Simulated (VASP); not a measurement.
# Na (P6_3/mmc) in VASP: further runs

Runs on Na. Level: PBE. Tasks: single point.

All numbers are computed with VASP 6.6.1; they aren't measurements. Logs are shortened: lines on timing, memory, paths and dates and some standing lists are left out, and cuts for length are marked.

## (1) The crystal as given

The structure is hexagonal, space group P6_3/mmc (No. 194). Conventional cell: a = 3.767 Å, b = 3.767 Å, c = 6.154 Å, α = 90.00°, β = 90.00°, γ = 120.00°. Around Na (site symmetry -6m2) lie 12 Na at 3.77 Å.

This isn't the form of Na at room conditions, which is bcc.

## (2) Single point, PBE

Input file INCAR:

```
SYSTEM = Na
PREC     = Accurate       ! precision mode
ENCUT    = 340            ! plane-wave cutoff, eV
EDIFF    = 1E-6           ! SCF threshold, eV
ISMEAR   = 0              ! smearing method
SIGMA    = 0.2            ! smearing width, eV
LREAL    = .FALSE.        ! projectors in reciprocal space
LASPH    = .TRUE.         ! aspherical terms in the spheres
NELM     = 100            ! most SCF steps
ALGO     = Normal         ! electronic algorithm
ISIF     = 2              ! what is computed and relaxed
LWAVE    = .FALSE.        ! write WAVECAR
LCHARG   = .FALSE.        ! write CHGCAR
GGA      = PE             ! functional
NBANDS   = 14             ! bands
ADDGRID  = .FALSE.
```

Input file KPOINTS:

```
regular mesh
0
G
  5 5 3
  0 0 0
```

Input file POSCAR:

```
Na
1.0
    3.7670000000      0.0000000000      0.0000000000
   -1.8835000000      3.2623176961      0.0000000000
    0.0000000000      0.0000000000      6.1540000000
Na
2
Direct
    0.6607270000      0.3253030000      0.7651560000
    0.3322080000      0.6634530000      0.2738460000
```

Potentials or basis: VASP PAW PBE potentials, release 64 (Na_pv).

Launch:

```
cat potpaw_PBE.64/Na_pv/POTCAR > POTCAR
mpirun -np 1 vasp_std > vasp.out
```

OUTCAR:

```text
SYSTEM = Na
   PREC = Accurate
   ENCUT = 340
   EDIFF = 1E-6
   ISMEAR = 0
   LREAL = .FALSE.
   LASPH = .TRUE.
   NELM = 100
   ISIF = 2
   GGA = PE

 Found     38 irreducible k-points:

 Following reciprocal coordinates:
            Coordinates               Weight
  0.000000  0.000000  0.000000      1.000000
  0.200000 -0.000000  0.000000      2.000000
  0.000000  0.200000  0.000000      2.000000
 -0.200000  0.200000  0.000000      2.000000
  0.400000 -0.000000  0.000000      2.000000
  0.000000  0.400000  0.000000      2.000000
   k-points           NKPTS =     38   k-points in BZ     NKDIM =     38   number of bands    NBANDS=     14
   number of dos      NEDOS =    301   number of ions     NIONS =      2
   total plane-waves  NPLWV =  23040
   dimension x,y,z NGX =    24 NGY =   24 NGZ =   40
   dimension x,y,z NGXF=    48 NGYF=   48 NGZF=   80
   ions per type =               2
   NGX,Y,Z   is equivalent  to a cutoff of  10.59, 10.59, 10.81 a.u.
   NGXF,Y,Z  is equivalent  to a cutoff of  21.18, 21.18, 21.61 a.u.
 SYSTEM =  Na
   PREC   = accura    normal or accurate (medium, high low for compatibility)
   ISTART =      0    job   : 0-new  1-cont  2-samecut
   ICHARG =      2    charge: 1-file 2-atom 10-const
   ISPIN  =      1    spin polarized calculation?
   LNONCOLLINEAR =      F non collinear calculations
   LSORBIT =      F    spin-orbit coupling
   LASPH  =      T    aspherical Exc in radial PAW
   ENCUT  =  340.0 eV  24.99 Ry    5.00 a.u.   5.66  5.66  9.25*2*pi/ulx,y,z
   NELM   =    100;   NELMIN=  2; NELMDL= -5     # of ELM steps
   EDIFF  = 0.1E-05   stopping-criterion for ELM
   LREAL  =      F    real-space projection
   EDIFFG = 0.1E-04   stopping-criterion for IOM
   NSW    =      0    number of steps for IOM
   IBRION =     -1    ionic relax: 0-MD 1-quasi-New 2-CG
   NFREE  =      0    steps in history (QN), initial steepest desc. (CG)
   ISIF   =      2    stress and relaxation
   ISYM   =      2    0-nonsym 1-usesym 2-fastsym
   POTIM  = 0.5000    time-step for ionic-motion
   TEBEG  =    0.0;   TEEND  =   0.0 temperature during run
   PSTRESS=    0.0 pullay stress
   NELECT =      14.0000    total number of electrons
   NUPDOWN=      -1.0000    fix difference up-down
   EMIN   =  10.00;   EMAX   =-10.00  energy-range for DOS
   EFERMI =   0.00;   METHOD = LEGACY
   ISMEAR =     0;   SIGMA  =   0.20  broadening in eV -4-tet -1-fermi 0-gaus
   EFERMI_NEDOS =   21; number of points for ismear=-14 and -15
   IALGO  =     38    algorithm
   IMIX   =      4    mixing-type and parameters
     AMIX     =   0.40;   BMIX     =  1.00
     AMIX_MAG =   1.60;   BMIX_MAG =  1.00
  volume/ion in A,a.u.               =      37.81       255.18
  Fermi-wavevector in a.u.,A,eV,Ry     =   0.933020  1.763153 11.844235  0.870527
  Thomas-Fermi vector in A             =   2.059678
   LORBIT       =      0    0 simple, 1 ext, 2 COOP (PROOUT), +10 PAW based schemes
   GGA     = PE    functional components
   LHFCALC =     F    Hartree Fock is set to
   AEXX    =    0.0000 exact exchange contribution
   IVDW    =     0    specifies the selected vdW correction
   LEPSILON=     F    determine dielectric tensor
   LRPA    =     F    only Hartree local field effects (RPA)
 non-spin polarized calculation
 Gauss-broadening in eV      SIGMA  =   0.20
  energy-cutoff  :      340.00
  volume of cell :       75.63
 maximum number of plane-waves:      1099
   NGX = 11   NGY = 11   NGZ = 19

 number of electron      13.9999998 magnetization

 Free energy of the ion-electron system (eV)
  ---------------------------------------------------
  ext. energy  EPLUGINS =         0.00000000
  ---------------------------------------------------
  free energy    TOTEN  =        -2.69550139 eV

  energy without entropy =       -2.67898709  energy(sigma->0) =       -2.68724424

 E-fermi :   0.4358     XC(G=0):  -6.4508

 val. band max:       -0.2432818526   @ k =   0.4000  -0.0000   0.3333
 cond. band min:       0.4967794927   @ k =  -0.2000   0.4000   0.3333
 fundamental gap:      0.7400613453
 Fermi energy:         0.4357761377

 k-point     1 :       0.0000    0.0000    0.0000
  band No.  band energies     occupation
      1     -24.6612      2.00000
      2     -24.6335      2.00000
      3     -24.6331      2.00000
      4     -24.6286      2.00000
      5     -24.6285      2.00000
      6     -24.6283      2.00000
      7      -2.9670      2.00000
      8       0.8240      0.00605
      9       1.2077      0.00000
     10      10.1386      0.00000
     11      10.1465      0.00000
     12      10.4754      0.00000
     13      10.4892      0.00000
     14      10.6388      0.00000

 k-point     2 :       0.2000   -0.0000    0.0000
  band No.  band energies     occupation
      1     -24.6572      2.00000
      2     -24.6416      2.00000
      3     -24.6372      2.00000
      4     -24.6360      2.00000
      5     -24.6301      2.00000
      6     -24.6299      2.00000
      7      -2.3854      2.00000
      8       1.3445      0.00000
      9       1.7683      0.00000
     10       5.9180      0.00000
     11       8.3942      0.00000
     12       8.4579      0.00000
     13       9.2671      0.00000
     14      10.5036      0.00000

 k-point     3 :       0.0000    0.2000    0.0000
  band No.  band energies     occupation
      1     -24.6572      2.00000
      2     -24.6419      2.00000
      3     -24.6373      2.00000
      4     -24.6358      2.00000
      5     -24.6300      2.00000
      6     -24.6300      2.00000
      7      -2.3854      2.00000
      8       1.3444      0.00000
      9       1.7679      0.00000
     10       5.9213      0.00000
     11       8.3941      0.00000
     12       8.4626      0.00000
     13       9.2651      0.00000
     14      10.4824      0.00000

 k-point     4 :      -0.2000    0.2000    0.0000
  band No.  band energies     occupation
      1     -24.6572      2.00000
      2     -24.6417      2.00000
      3     -24.6373      2.00000
      4     -24.6359      2.00000
      5     -24.6301      2.00000
      6     -24.6300      2.00000
      7      -2.3854      2.00000
      8       1.3444      0.00000
      9       1.7681      0.00000
     10       5.9197      0.00000
     11       8.3940      0.00000
     12       8.4605      0.00000
     13       9.2661      0.00000
     14      10.4928      0.00000

 k-point     5 :       0.4000   -0.0000    0.0000
  band No.  band energies     occupation
      1     -24.6558      2.00000
      2     -24.6513      2.00000
      3     -24.6486      2.00000
      4     -24.6401      2.00000
      5     -24.6343      2.00000
      6     -24.6328      2.00000
      7      -0.6780      2.00000
      8       2.0092      0.00000
      9       2.9151      0.00000
     10       3.5842      0.00000
     11       5.5557      0.00000
     12       5.9725      0.00000
     13       7.4370      0.00000
     14       8.4786      0.00000

 k-point     6 :       0.0000    0.4000    0.0000
  band No.  band energies     occupation
      1     -24.6559      2.00000
      2     -24.6514      2.00000
      3     -24.6482      2.00000
      4     -24.6399      2.00000
      5     -24.6347      2.00000
      6     -24.6327      2.00000
      7      -0.6781      2.00000
      8       2.0063      0.00000
      9       2.9149      0.00000
     10       3.5909      0.00000
     11       5.5551      0.00000
     12       5.9773      0.00000
     13       7.4370      0.00000
     14       8.4594      0.00000

 [... further k-points ...]

------------------------ aborting loop because EDIFF is reached ----------------------------------------

  FORCE on cell =-STRESS in cart. coord.  units (eV):
  Direction    XX          YY          ZZ          XY          YZ          ZX
  --------------------------------------------------------------------------------------
  -------------------------------------------------------------------------------------
  Total       -0.1476368     -0.1380785     -0.0976099     -0.0034386      0.0003012      0.0002541
  in kB       -3.1277060     -2.9252123     -2.0678782     -0.0728465      0.0063818      0.0053834
  external PRESSURE =      -2.7069322 kB  Pullay stress =       0.0000000 kB

 VOLUME and BASIS-vectors are now :
 -----------------------------------------------------------------------------
  energy-cutoff  :      340.00
  volume of cell :       75.63
      direct lattice vectors                 reciprocal lattice vectors
     3.767000000  0.000000000  0.000000000     0.265463233  0.153265269  0.000000000
    -1.883500000  3.262317696  0.000000000     0.000000000  0.306530538  0.000000000
     0.000000000  0.000000000  6.154000000     0.000000000  0.000000000  0.162495938

 POSITION                                       TOTAL-FORCE (eV/Angst)
 -----------------------------------------------------------------------------------
      1.87625      1.06124      4.70877         0.000979      0.001866      0.034119
      0.00181      2.16439      1.68525        -0.000979     -0.001866     -0.034119
 -----------------------------------------------------------------------------------
    total drift:                                0.000003      0.000139      0.000063

  FREE ENERGIE OF THE ION-ELECTRON SYSTEM (eV)
  ---------------------------------------------------
  free  energy   TOTEN  =        -2.6955013880 eV

  energy  without entropy=       -2.6789870915  energy(sigma->0) =       -2.68724424
```

Run time: 8.6 s. Hardware: 1 thread of Intel Xeon Platinum 8488C (Sapphire Rapids), shared host; peak memory 0.15 GiB.

These settings aren't checked as converged: the numbers below hold their error.

What came out:

```
Free energy            : -2.6955 eV
Pressure               : -0.3 GPa
Largest force          : 0.034 eV/Å
Band gap on the k mesh : none (metal or under the smearing width)
```

Caveat: the k mesh is coarse (spacing up to 0.39 Å⁻¹), so the values aren't converged.

## (3) Single point, PBE

Changes to INCAR since step 2:

```diff
@@ -2,3 +2,3 @@
 PREC     = Accurate       ! precision mode
-ENCUT    = 340            ! plane-wave cutoff, eV
+ENCUT    = 280            ! plane-wave cutoff, eV
 EDIFF    = 1E-6           ! SCF threshold, eV
```

Input file KPOINTS:

```
regular mesh
0
G
  6 6 3
  0 0 0
```

Input file POSCAR:

```
Na
1.0
    3.7670000000      0.0000000000      0.0000000000
   -1.8835000000      3.2623176961      0.0000000000
    0.0000000000      0.0000000000      6.1540000000
Na
2
Direct
    0.6666666667      0.3333333333      0.7500000000
    0.3333333333      0.6666666667      0.2500000000
```

Potentials or basis: VASP PAW PBE potentials, release 64 (Na_pv).

Launch:

```
cat potpaw_PBE.64/Na_pv/POTCAR > POTCAR
mpirun -np 1 vasp_std > vasp.out
```

It took 3.3 s on 1 thread of Intel Xeon Platinum 8488C (Sapphire Rapids), shared host; peak memory 0.13 GiB.

The run converged, but some of its settings lie outside the range that counts as converged, so its numbers aren't taken as properties of the crystal.

Results:

| Item | Value |
| --- | --- |
| Free energy | -2.5996 eV |
| Band gap on the k mesh | none (metal or under the smearing width) |

Caveat: the cutoff is under 1.25 times the usual one of these potentials, so pressure, stress and relaxed cells hold a basis-set (Pulay) error.

## (4) The reference run

An earlier run on the cell as given: functional PBE; potentials or basis VASP PAW PBE potentials, release 64 (Na_pv); cutoff 520 eV; k mesh 8 × 8 × 5; occupations fermi-dirac, width 0.05 eV; no spin polarisation.

- Pressure: -0.2 GPa
- Band gap on the k mesh: none (metal or under the smearing width)
